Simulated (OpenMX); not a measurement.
Crystal: GaN.

```
CELL_PARAMETERS angstrom
3.18000 0.00000 0.00000
-1.59000 2.75396 0.00000
0.00000 0.00000 5.16600
ATOMIC_POSITIONS crystal
Ga 0.66667 0.33333 0.50000
Ga 0.33333 0.66667 0.00000
N 0.66667 0.33333 0.87500
N 0.33333 0.66667 0.37500
```

Base run:

| Quantity | Value |
| --- | --- |
| Program | OpenMX 3.8.5 |
| Functional | PBE |
| Potentials or basis | OpenMX 2013 PBE set, Ga7.0-s3p2d2, N6.0-s2p2d1, grid cutoff 500 Ry |
| k mesh | 11 × 11 × 5 |
| Occupations | fermi-dirac, width 0.05 eV |
| Spin | no spin polarisation |

Its results: band gap on the k mesh 2.40 eV, direct; pressure 9.2 GPa; largest force 0.117 eV/Å.

Q: The run is repeated on the same cell with these changes: potentials or basis from OpenMX 2013 PBE set, Ga7.0-s3p2d2, N6.0-s2p2d1, grid cutoff 500 Ry to OpenMX 2013 PBE set, Ga7.0-s3p2d2f1, N6.0-s3p2d2, grid cutoff 500 Ry. What comes out?

A: Band gap on the k mesh 1.99 eV, direct; pressure 9.2 GPa; largest force 0.121 eV/Å.

Caveats: the basis of atomic orbitals isn't converged, which shifts pressures, moduli and gaps.

Not every run made on this cell is shown here.
